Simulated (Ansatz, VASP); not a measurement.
# GaSb in VASP and in Ansatz

POSCAR

```
GaSb
1.0
    0.0000000000      3.0658848221      3.0658848221
    3.0658848221      0.0000000000      3.0658848221
    3.0658848221      3.0658848221      0.0000000000
Ga Sb
1 1
Direct
    0.0000000000      0.0000000000      0.0000000000
    0.2500000000      0.2500000000      0.2500000000
```

The input INCAR.step1:

```
SYSTEM = GaSb
PREC     = Accurate       ! precision mode
ENCUT    = 520            ! plane-wave cutoff, eV
ISMEAR   = -1             ! smearing method
SIGMA    = 0.02           ! smearing width, eV
LREAL    = .False.        ! projectors in reciprocal space
LASPH    = .True.         ! aspherical terms in the spheres
NELM     = 100            ! most SCF steps
NBANDS   = 16             ! bands
GGA      = PE             ! functional
ALGO     = Normal         ! electronic algorithm
EDIFF    = 1E-4           ! SCF threshold, eV
LWAVE    = .True.         ! write WAVECAR
LCHARG   = .False.        ! write CHGCAR
```

Contents of INCAR.step2:

```
SYSTEM = GaSb
PREC     = Accurate       ! precision mode
ENCUT    = 520            ! plane-wave cutoff, eV
EDIFF    = 1E-6           ! SCF threshold, eV
ISMEAR   = -1             ! smearing method
SIGMA    = 0.02           ! smearing width, eV
LREAL    = .False.        ! projectors in reciprocal space
LASPH    = .True.         ! aspherical terms in the spheres
NELM     = 100            ! most SCF steps
ALGO     = Normal         ! electronic algorithm
ISIF     = 2              ! what is computed and relaxed
LWAVE    = .False.        ! write WAVECAR
LCHARG   = .False.        ! write CHGCAR
METAGGA  = R2SCAN         ! meta-GGA
LMIXTAU  = .True.       
NBANDS   = 16             ! bands
ISTART   = 1
```

Contents of KPOINTS:

```
Automatic mesh
0
Gamma
  8 8 8
  0 0 0
```

Input for Ansatz:

```yaml
crystal:
  lattice:
    - [0.0, 3.0658848221, 3.0658848221]
    - [3.0658848221, 0.0, 3.0658848221]
    - [3.0658848221, 3.0658848221, 0.0]
  atoms:
    - { symbol: Ga, position: [0.0, 0.0, 0.0] }
    - { symbol: Sb, position: [0.25, 0.25, 0.25] }
kpoints:
  mp_grid: { grid: [8, 8, 8] }
  band_path:
    path:
      - [0.0, 0.0, 0.0]
      - [-0.5, -0.5, 0.0]
      - [-0.375, -0.375, 0.25]
      - [-0.375, 0.0, 0.375]
      - [0.0, 0.0, 0.5]
      - [-0.5, -0.25, 0.25]
    npoints: 1
hamiltonian:
  xc: r2scan
scf:
  occupations: { method: fermi_dirac, width: 0.02 }
  n_extra_bands: 4
output:
  forces: true
  stress: true
  eigenvalues: true
```

Alike in both runs: task single point; functional r2SCAN; k mesh 8 × 8 × 8; occupations fermi-dirac, width 0.02 eV; no spin polarisation.

```csv
,VASP,Ansatz
version,VASP 6.6.1,Ansatz 0.2.0
potentials or method,"VASP PAW PBE potentials, release 64 (Ga_d, Sb)","plane waves, PAW"
plane-wave cutoff (eV),520,500
valence electrons in the cell,18,28
```

```csv
,VASP,Ansatz,Ansatz less VASP
pressure (GPa),0.1,0.0,-0.09
```

With one functional, cell and mesh, what is left measures potentials, basis and numerics. The two sets of potentials don't hold the same shells in valence.

Caveats: the PAW data sets were made with another functional, which shifts forces and pressure a little (VASP); spin-orbit coupling is left out, which moves the levels of the heavy elements. A k mesh can miss the band edges. r2SCAN opens gaps a little over a GGA but as a rule still falls short of measured ones.
